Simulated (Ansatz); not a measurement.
# Al2Pt (Fm-3m) in Ansatz: a series of runs

Runs on Al2Pt. Level: LDA. Tasks: single point, equation of state.

Everything below comes from runs of Ansatz 0.2.0. Logs are shortened: lines on timing, memory, paths and dates and some standing lists are left out, and cuts for length are marked.

## 1. The crystal as given

The structure is cubic, space group Fm-3m (No. 225). The conventional cell has a = 5.910 Å, b = 5.910 Å, c = 5.910 Å, α = 90.00°, β = 90.00°, γ = 90.00°. Pt (site symmetry m-3m) has 8 Al at 2.56 Å as nearest neighbours. Al (site symmetry -43m) has 4 Pt at 2.56 Å as nearest neighbours.

## 2. Single point, LDA, 16.17 Å³/atom (volume scaled by 0.94)

Contents of input.yaml:

```yaml
crystal:
  lattice:
    - [0.0, 2.8946769513, 2.8946769513]
    - [2.8946769513, 0.0, 2.8946769513]
    - [2.8946769513, 2.8946769513, 0.0]
  atoms:
    - { symbol: Pt, position: [0.0, 0.0, 0.0] }
    - { symbol: Al, position: [0.75, 0.75, 0.75] }
    - { symbol: Al, position: [0.25, 0.25, 0.25] }
hamiltonian:
  xc: lda
  pseudopotentials: { kind: paw }
kpoints:
  mp_grid: { grid: [8, 8, 8] }
scf:
  occupations: { method: fermi_dirac, width: 0.05 }
output:
  forces: true
  stress: true
  eigenvalues: true
```

Potentials or basis: Ansatz PAW.

The run is started by

```bash
> ansatz run input.yaml --threads 2 --pin off --max-ram 5632MiB --backend cpu --events-out ev --progress --plain --runs-dir out
```

Log:

```text
Warning: RAYON_NUM_THREADS=2 ignored (pool sized by the plan → 2); use --threads N
Engine: ansatz 0.2.0, x86_64-unknown-linux-gnu
Pseudopotentials: kind: paw
Pseudopotential: Pt, paw, valence charge 18, recommended cutoff 420 eV (normal), Pt.paw.azcp
Pseudopotential: Al, paw, valence charge 3, recommended cutoff 420 eV (normal), Al.paw.azcp
Functional definition: SPW92
  exchange = slater_x
  correlation = pw_c
Crystal: 3 atoms, lattice volume = 48.510 Å³
Basis set: ecut = 420 eV, 941 PW (Γ)
Bands: 16, of which v1, the nominal top of the filled ones, is band 12 counted from 1 (11 counted from 0)
Symmetry: 48 space group operations
Space group: Fm-3m (ITA 225), of the structure as read, at distance tolerance 3.6e-5 Å
k-points: 29 of 512
Non-local potential: Pt, projectors of the file, l = 0: 3, l = 1: 2, l = 2: 2, l = 3: 1
Non-local potential: Al, projectors of the file, l = 0: 2, l = 1: 2, l = 2: 1
PAW form: soft (Blöchl's): semilocal exchange-correlation on the pseudo side does not see the compensation charge
PAW frozen core: Pt, regenerated for the run's functional, and the local potential with it (the file was generated under x = pbe(κ = 0.804, μ = 0.2195149727645171), c = pbe(β = 0.06672455060314922))
PAW frozen core: Al, regenerated for the run's functional, and the local potential with it (the file was generated under x = pbe(κ = 0.804, μ = 0.2195149727645171), c = pbe(β = 0.06672455060314922))
PAW one-centre angular grid: Pt, 590 points (default); XC on 64 Gauss nodes
PAW one-centre angular grid: Al, 110 points (default); XC on 64 Gauss nodes
Initial density: superposition of atomic densities (neutral atoms: chi_scale 0, normalization atom), corrected by the library's trained network
Initial wavefunctions: pseudopotential atomic-orbital guess
Functional: x = slater, c = lda
SCF iter   1: F=—  HF=-13273.437656 eV  |F-HF|=—  |Δ(HF+E_count)|=         —  Δρ=3.25e-3  dr2=4.13e-3  ethr=1.77e-3  ⟨swp⟩=6.0  Hψ=2489  notcnv=0
preconditioner: auto → Kerker (q_TF=auto, 2.426 Å⁻¹)  [metal: Δε(μ)=0.084 eV  Ē_g=8.729 eV  σ=0.050 eV  W_gap=0.39  n_scr=14 (ndim 8)  ℏωp=21.3 eV  f_vac=0.000  D(μ)=1.44/eV (n_scr^D=14)]
SCF iter   2: F=—  HF=-13273.437067 eV  |F-HF|=—  |Δ(HF+E_count)|=   5.89e-4  Δρ=1.91e-3  dr2=1.52e-3  ethr=1.72e-5  ⟨swp⟩=1.7  Hψ=743  notcnv=0
SCF iter   3: F=—  HF=-13273.436542 eV  |F-HF|=—  |Δ(HF+E_count)|=   5.25e-4  Δρ=4.19e-4  dr2=1.29e-4  ethr=6.35e-6  ⟨swp⟩=2.2  Hψ=709  notcnv=0
SCF iter   4: F=—  HF=-13273.436486 eV  |F-HF|=—  |Δ(HF+E_count)|=   5.61e-5  Δρ=1.44e-4  dr2=1.45e-5  ethr=5.36e-7  ⟨swp⟩=2.4  Hψ=657  notcnv=0
SCF iter   5: F=—  HF=-13273.436484 eV  |F-HF|=—  |Δ(HF+E_count)|=   2.61e-6  Δρ=3.89e-5  dr2=8.55e-7  ethr=6.04e-8  ⟨swp⟩=2.4  Hψ=667  notcnv=0
SCF iter   6: F=—  HF=-13273.436484 eV  |F-HF|=—  |Δ(HF+E_count)|=   5.25e-8  Δρ=1.25e-5  dr2=1.34e-7  ethr=3.56e-9  ⟨swp⟩=2.3  Hψ=690  notcnv=0
SCF iter   7: F=-13273.436484 eV  HF=-13273.436484 eV  |F-HF|=8.19e-11  |Δ(HF+E_count)|=   1.23e-8  Δρ=2.07e-6  dr2=1.16e-9  ethr=4.17e-10  ⟨swp⟩=4.7  Hψ=1621  notcnv=0
SCF 1 converged in 7 iterations: F = -13273.436484 eV  dr2 = 1.16e-9
SCF converged after 7 iterations
Free energy (F): -13273.436484 eV
Harris-Foulkes:  -13273.436484 eV  (|F-HF|=8.19e-11)
Internal energy: -13273.424566 eV  (E = F + TS)
E sigma→0 (E₀):  -13273.430525 eV
Entropy (-TS):   -0.011918 eV (-3.973 meV/atom)
Fermi energy:    12.073374 eV
--- Per-component energies (eV) ---
  E_band       = -299.960478
  E_kinetic    = 692.117224
  E_local      = -2642.290505  (includes V_loc(G=0)·N_el)
  E_nonlocal   = 226.478300
  E_hartree    = 1047.418203
  E_xc         = -342.963801
  E_vxc        = -366.361464  (∫ρ·V_xc dr)
  E_paw        = -10064.903269  (= ΣΔE_a)
  E_vpaw       = -304.741402  (= ΣTr[D̂ρ^β])
  E_aug_tail   = 0.000163  (compensation charges beyond the density's cutoff)
  E_ewald      = -2189.856184
  E_core_change = 0.575303  (= ΣΔE_core)
  E_smearing   = -0.011918  (= −TS)
  E_closure    = -0.000000  (closes the sum)
  Σ components = -13273.436484   (vs F -13273.436484, Δ=0.00e0)
--- Forces (eV/Å), atoms counted from 1 ---
  atom   1  Pt     0.00000000    -0.00000000    -0.00000000
  atom   2  Al     0.00000000    -0.00000000    -0.00000000
  atom   3  Al     0.00000000    -0.00000000     0.00000000
  max |Σ_I F_I| component: 1.39e-17 eV/Å
--- Stress (GPa, compression-positive) ---
        5.166037      -0.000000       0.000000
       -0.000000       5.166037      -0.000000
       -0.000000      -0.000000       5.166037
  P = ⅓ Tr σ = 5.1660 GPa (51.660 kbar)
--- Band table (eV; the first three rows and the last of 29) ---
  k-point 0: bands = ["-87.0464", "-41.2019", "-41.2019", "-41.2019", "1.4305", "6.6973", "6.6973", "6.6973", "8.1254", "8.1254", "15.3997", "15.9524", "15.9524", "15.9524", "17.8632", "17.8632"]
  k-point 1: bands = ["-87.0464", "-41.2024", "-41.2020", "-41.2020", "1.6557", "6.5758", "6.7716", "6.7716", "8.1012", "8.1012", "13.8083", "15.4483", "15.4483", "15.7027", "18.1612", "18.2439"]
  k-point 2: bands = ["-87.0464", "-41.2036", "-41.2022", "-41.2022", "2.3025", "6.2925", "6.9258", "6.9258", "8.1086", "8.1086", "11.1709", "14.4481", "14.4481", "16.1017", "17.7653", "17.8040"]
  k-point 28: bands = ["-87.0464", "-41.2043", "-41.2043", "-41.2031", "5.7922", "5.7922", "6.4275", "6.6406", "8.0521", "8.6196", "9.1785", "9.1785", "11.1808", "17.5484", "17.5484", "18.3592"]
```

Run time: 0.64 s. Hardware: 2 threads of AMD EPYC 7R13 (Zen 3), shared host; peak memory 0.36 GiB.

Results:

| Property | Result |
| --- | --- |
| Free energy | -13273.4365 eV |
| Pressure | 5.2 GPa |
| Band gap on the k mesh | none (metal or under the smearing width) |

Caveat: the PAW data sets come from PBE, with cores solved anew for the run's functional, which leaves a small shift of forces and pressure.

## 3. Single point, LDA, 16.51 Å³/atom (volume scaled by 0.96)

input.yaml, as its differences from that of step 2:

```diff
@@ -2,5 +2,5 @@
   lattice:
-    - [0.0, 2.8946769513, 2.8946769513]
-    - [2.8946769513, 0.0, 2.8946769513]
-    - [2.8946769513, 2.8946769513, 0.0]
+    - [0.0, 2.9150626719, 2.9150626719]
+    - [2.9150626719, 0.0, 2.9150626719]
+    - [2.9150626719, 2.9150626719, 0.0]
   atoms:
@@ -20 +20,5 @@
   eigenvalues: true
+  write_density: true
+  write_potential: true
+  elf: true
+  volumetric_format: npy
```

Potentials or basis: Ansatz PAW.

The run is started by

```bash
> ansatz run input.yaml --threads 2 --pin off --max-ram 5632MiB --backend cpu --events-out ev --progress --plain --runs-dir out
```

Run time: 0.84 s. Hardware: 2 threads of AMD EPYC 7R13 (Zen 3), shared host; peak memory 0.34 GiB.

It converged, with:

```
Free energy            : -13273.4587 eV
Pressure               : 1.8 GPa
Band gap on the k mesh : none (metal or under the smearing width)
```

Caveat: the PAW data sets come from PBE, with cores solved anew for the run's functional, which leaves a small shift of forces and pressure.

## 4. Single point, LDA, 16.86 Å³/atom (volume scaled by 0.98)

input.yaml, as its differences from that of step 3:

```diff
@@ -2,5 +2,5 @@
   lattice:
-    - [0.0, 2.9150626719, 2.9150626719]
-    - [2.9150626719, 0.0, 2.9150626719]
-    - [2.9150626719, 2.9150626719, 0.0]
+    - [0.0, 2.9351671877, 2.9351671877]
+    - [2.9351671877, 0.0, 2.9351671877]
+    - [2.9351671877, 2.9351671877, 0.0]
   atoms:
@@ -20,5 +20 @@
   eigenvalues: true
-  write_density: true
-  write_potential: true
-  elf: true
-  volumetric_format: npy
```

The run is started by

```bash
> ansatz run input.yaml --threads 2 --pin off --max-ram 5632MiB --backend cpu --events-out ev --progress --plain --runs-dir out
```

Wall time 0.74 s (2 threads of AMD EPYC 7R13 (Zen 3), shared host); peak memory 0.35 GiB.

It converged, with:

| Item | Value |
| --- | --- |
| Free energy | -13273.4604 eV |
| Pressure | -1.2 GPa |
| Band gap on the k mesh | none (metal or under the smearing width) |

Caveat: the PAW data sets come from PBE, with cores solved anew for the run's functional, which leaves a small shift of forces and pressure.

## 5. Single point, LDA, 17.20 Å³/atom

input.yaml, as its differences from that of step 4:

```diff
@@ -2,5 +2,5 @@
   lattice:
-    - [0.0, 2.9351671877, 2.9351671877]
-    - [2.9351671877, 0.0, 2.9351671877]
-    - [2.9351671877, 2.9351671877, 0.0]
+    - [0.0, 2.955, 2.955]
+    - [2.955, 0.0, 2.955]
+    - [2.955, 2.955, 0.0]
   atoms:
```

The run is started by

```bash
> ansatz run input.yaml --threads 2 --pin off --max-ram 5632MiB --backend cpu --events-out ev --progress --plain --runs-dir out
```

Run time: 0.82 s. Hardware: 2 threads of AMD EPYC 7R13 (Zen 3), shared host; peak memory 0.36 GiB.

Results (log left out):

* Free energy: -13273.4435 eV
* Pressure: -3.9 GPa
* Band gap on the k mesh: none (metal or under the smearing width)

Caveat: the PAW data sets come from PBE, with cores solved anew for the run's functional, which leaves a small shift of forces and pressure.

## 6. Single point, LDA, 17.55 Å³/atom (volume scaled by 1.02)

input.yaml, as its differences from that of step 5:

```diff
@@ -2,5 +2,5 @@
   lattice:
-    - [0.0, 2.955, 2.955]
-    - [2.955, 0.0, 2.955]
-    - [2.955, 2.955, 0.0]
+    - [0.0, 2.9745701068, 2.9745701068]
+    - [2.9745701068, 0.0, 2.9745701068]
+    - [2.9745701068, 2.9745701068, 0.0]
   atoms:
@@ -20 +20,5 @@
   eigenvalues: true
+  write_density: true
+  write_potential: true
+  elf: true
+  volumetric_format: npy
```

Potentials or basis: Ansatz PAW.

The run is started by

```bash
> ansatz run input.yaml --threads 2 --pin off --max-ram 5632MiB --backend cpu --events-out ev --progress --plain --runs-dir out
```

Wall time 0.98 s (2 threads of AMD EPYC 7R13 (Zen 3), shared host); peak memory 0.37 GiB.

The run converged. Its results:

```
Free energy            : -13273.4104 eV
Pressure               : -6.3 GPa
Band gap on the k mesh : none (metal or under the smearing width)
```

Caveat: the PAW data sets come from PBE, with cores solved anew for the run's functional, which leaves a small shift of forces and pressure.

## 7. Single point, LDA, 17.89 Å³/atom (volume scaled by 1.04)

input.yaml, as its differences from that of step 6:

```diff
@@ -2,5 +2,5 @@
   lattice:
-    - [0.0, 2.9745701068, 2.9745701068]
-    - [2.9745701068, 0.0, 2.9745701068]
-    - [2.9745701068, 2.9745701068, 0.0]
+    - [0.0, 2.9938860383, 2.9938860383]
+    - [2.9938860383, 0.0, 2.9938860383]
+    - [2.9938860383, 2.9938860383, 0.0]
   atoms:
@@ -20,5 +20 @@
   eigenvalues: true
-  write_density: true
-  write_potential: true
-  elf: true
-  volumetric_format: npy
```

The run is started by

```bash
> ansatz run input.yaml --threads 2 --pin off --max-ram 5632MiB --backend cpu --events-out ev --progress --plain --runs-dir out
```

Run time: 0.75 s. Hardware: 2 threads of AMD EPYC 7R13 (Zen 3), shared host; peak memory 0.36 GiB.

The run converged. Its results:

```yaml
Free_energy: -13273.3625 eV
Pressure: -8.5 GPa
Band_gap_on_the_k_mesh: none (metal or under the smearing width)
```

Caveat: the PAW data sets come from PBE, with cores solved anew for the run's functional, which leaves a small shift of forces and pressure.

## 8. Single point, LDA, 18.23 Å³/atom (volume scaled by 1.06)

input.yaml, as its differences from that of step 7:

```diff
@@ -2,5 +2,5 @@
   lattice:
-    - [0.0, 2.9938860383, 2.9938860383]
-    - [2.9938860383, 0.0, 2.9938860383]
-    - [2.9938860383, 2.9938860383, 0.0]
+    - [0.0, 3.0129558903, 3.0129558903]
+    - [3.0129558903, 0.0, 3.0129558903]
+    - [3.0129558903, 3.0129558903, 0.0]
   atoms:
```

The run is started by

```bash
> ansatz run input.yaml --threads 2 --pin off --max-ram 5632MiB --backend cpu --events-out ev --progress --plain --runs-dir out
```

It took 0.8 s on 2 threads of AMD EPYC 7R13 (Zen 3), shared host; peak memory 0.36 GiB.

Results (log left out):

| Quantity | Value |
| --- | --- |
| Free energy | -13273.3014 eV |
| Pressure | -10.4 GPa |
| Band gap on the k mesh | none (metal or under the smearing width) |

Caveat: the PAW data sets come from PBE, with cores solved anew for the run's functional, which leaves a small shift of forces and pressure.

## 9. Equation of state, LDA

Potentials or basis: Ansatz PAW.

No new run: the results of the series are fitted here.

Results:

- Equilibrium volume: 16.71 Å³/atom
- Bulk modulus: 145 GPa
- Pressure derivative of the bulk modulus: 4.5

Energy against volume, from the lowest point:
| volume (Å³/atom) | energy (meV/atom) |
| --- | --- |
| 16.170 | 7.96 |
| 16.514 | 0.55 |
| 16.858 | 0.00 |
| 17.202 | 5.60 |
| 17.546 | 16.66 |
| 17.890 | 32.63 |
| 18.234 | 52.97 |

The run has no spin-orbit coupling, so splittings on Pt are missing. LDA usually gives volumes a few per cent too small.
